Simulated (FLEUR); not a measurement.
A run of FLEUR MaX-R8.1 (later development tree) is set up as follows.

The input inp.xml:

```xml
<?xml version="1.0" encoding="UTF-8" standalone="no"?>
<fleurInput fleurInputVersion="0.39">
   <comment>
      Al                                                                                                  
   </comment>
   <calculationSetup>
      <cutoffs Kmax="4.15" Gmax="12.9" GmaxXC="12.9" numbands="0"/>
      <scfLoop itmax="60" minDistance="0.00001" maxIterBroyd="15" imix="Anderson" alpha="0.05" precondParam="0.0" spinf="2.0" sdNocoIR="T"/>
      <coreElectrons ctail="T" frcor="F" kcrel="0" coretail_lmax="0"/>
      <xcFunctional name="PBEs" relativisticCorrections="F"/>
      <magnetism jspins="1"/>
      <soc l_soc="F" theta="0.0" phi="0.0" spav="F"/>
      <expertModes spex="0" secvar="F"/>
      <geometryOptimization l_f="T" forcealpha="1.0" forcemix="BFGS" epsdisp="0.0005" epsforce="0.0002"/>
      <ldaU l_linMix="F" mixParam="0.05" spinf="1.0"/>
   </calculationSetup>
   <cell>
      <bzIntegration valenceElectrons="11.0" mode="hist" fermiSmearingEnergy="0.00183747">
         <kPointListSelection listName="default-1"/>
         <!-- k-points included here -->
         <xi:include xmlns:xi="http://www.w3.org/2001/XInclude" href="kpts.xml"> </xi:include>
      </bzIntegration>
      <!-- symmetry operations included here -->
      <xi:include xmlns:xi="http://www.w3.org/2001/XInclude" href="sym.xml"> </xi:include>
      <bulkLattice scale="1.0">
         <bravaisMatrix>
            <row-1>   -3.2105501993891696     2.9561099150685273     3.0250698008074304</row-1>
            <row-2>    3.0820544920947439    -2.9912644901644612     2.9317286686089381</row-2>
            <row-3>    3.1376370065976036     2.9183512973728947    -3.0602243759033647</row-3>
         </bravaisMatrix>
      </bulkLattice>
   </cell>
   <atomSpecies>
      <species name="Aluminum (Al)" element="Al" atomicNumber="13">
         <mtSphere radius="2.36" gridPoints="777" logIncrement="0.015"/>
         <atomicCutoffs lmax="9" lnonsphr="9"/>
         <electronConfig flipSpins="F">
            <coreConfig>(1s1/2)</coreConfig>
            <valenceConfig>(2s1/2) (2p1/2) (2p3/2) (3s1/2) (3p1/2) (3p3/2)</valenceConfig>
            <stateOccupation state="(3p1/2)" spinUp="0.166667" spinDown="0.166667"/>
            <stateOccupation state="(3p3/2)" spinUp="0.333333" spinDown="0.333333"/>
         </electronConfig>
         <energyParameters s="3" p="3" d="3" f="4"/>
         <lo type="SCLO" l="0" n="2" eDeriv="0"/>
         <lo type="SCLO" l="1" n="2" eDeriv="0"/>
         <lo type="SCLO" l="2" n="3" eDeriv="2"/>
         <lo type="SCLO" l="3" n="4" eDeriv="2"/>
      </species>
   </atomSpecies>
   <atomGroups>
      <atomGroup species="Aluminum (Al)">
         <relPos label="                   1">.0000000000 .0000000000 .0000000000</relPos>
         <force calculate="T" relaxXYZ="TTT"/>
      </atomGroup>
   </atomGroups>
   <output dos="F" band="F" slice="F">
      <checks vchk="F" cdinf="F"/>
      <bandDOS minEnergy="-.5*Htr" maxEnergy="0.5*Htr" sigma="0.015" storeEVData="T"/>
      <vacuumDOS vacdos="F" integ="F" star="F" nstars="0" locx1="0.0" locy1="0.0" locx2="0.0" locy2="0.0" nstm="0" tworkf="0.0"/>
      <unfoldingBand unfoldBand="F" supercellX="1" supercellY="1" supercellZ="1"/>
      <plotting iplot="0" polar="F">
         <plot TwoD="T" vec1="  1.0  0.0  0.0" vec2="  0.0  1.0  0.0" vec3="  0.0  0.0  1.0" zero="  0.0  0.0  0.0" file="plot"/>
      </plotting>
      <chargeDensitySlicing numkpt="0" minEigenval="0.0" maxEigenval="0.0" nnne="0" pallst="F"/>
      <specialOutput eonly="F"/>
      <moessbauerParams electricFieldGradient="T" isomerShift="T" coreHyperfine="T" valenceHyperfine="T"/>
      <magneticCircularDichroism mcd="F" energyLo="-10.0" energyUp="0.0"/>
   </output>
  <!-- We include the file relax.xml here to enable relaxations (see documentation) -->
  <xi:include xmlns:xi="http://www.w3.org/2001/XInclude" href="relax.xml"> <xi:fallback/> </xi:include>
</fleurInput>
```

Contents of crystal.txt:

```
Al
&input cartesian=F /
-1.6989500000  1.5643060000  1.6007980000
1.6309530000  -1.5829090000  1.5514040000
1.6603660000  1.5443250000  -1.6194010000
1.8897261246
1.0 1.0 1.0

1
13 -0.0006930000  0.0123870000  0.0058490000

&kpt div1=12 div2=12 div3=12 gamma=T /
```

Potentials or basis: all-electron, FLAPW.

The run is started by

```sh
$ inpgen -f crystal.txt -profile fastHighL
$ # inp.xml edited to the form shown
$ fleur_MPI
```

Question: Estimate the band gap on the k mesh.

Answer: None (metal or under the smearing width).

Core levels (eV from the Fermi level):
```tsv
atom	levels
1 Al	1s1/2 -1502.8
```
